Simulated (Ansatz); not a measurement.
## How long does this Ansatz run take?

```yaml
crystal:
  lattice:
    - [-3.3505, 3.3505, 3.3505]
    - [3.3505, -3.3505, 3.3505]
    - [3.3505, 3.3505, -3.3505]
  atoms:
    - { symbol: Hf, position: [0.25, 0.625, 0.375] }
    - { symbol: Hf, position: [0.375, 0.25, 0.625] }
    - { symbol: Hf, position: [0.75, 0.875, 0.125] }
    - { symbol: Hf, position: [0.125, 0.75, 0.875] }
    - { symbol: Hf, position: [0.625, 0.375, 0.25] }
    - { symbol: Hf, position: [0.875, 0.125, 0.75] }
    - { symbol: "N", position: [0.126, 0.126, 0.126] }
    - { symbol: "N", position: [0.874, 0.5, 0.0] }
    - { symbol: "N", position: [0.5, 0.0, 0.374] }
    - { symbol: "N", position: [0.0, 0.874, 0.5] }
    - { symbol: "N", position: [0.374, 0.5, 0.0] }
    - { symbol: "N", position: [0.626, 0.626, 0.626] }
    - { symbol: "N", position: [0.0, 0.374, 0.5] }
    - { symbol: "N", position: [0.5, 0.0, 0.874] }
kpoints:
  mp_grid: { grid: [6, 6, 6] }
scf:
  occupations: { method: fermi_dirac, width: 0.02 }
hamiltonian:
  xc: pbe
  pseudopotentials: { kind: paw }
output:
  forces: true
  stress: true
  populations: true
  efg:
    quadrupole_moments_barn: { Hf: 3.365, "N": 0.02044 }
    contact_densities: true
```

```sh
ansatz run input.yaml --threads 4 --pin off --max-ram 8192MiB --backend cpu --events-out ev --progress --plain --runs-dir out
```

It runs on 4 threads of Arm Neoverse V1 (aarch64; 8 cores open to the job, memory cap 8.0 GiB, no GPU), a shared host with a load of 0.5 a core.

(1) How much time and memory should be set aside?

Results:

(1) About 14 s of wall time (50 s of CPU time) and 0.79 GiB. The run holds 196 valence electrons in 118 bands, about 2899 plane waves a k-point and 16 irreducible k-points, and took 7 SCF iterations. Times on a shared host vary by tens of per cent.
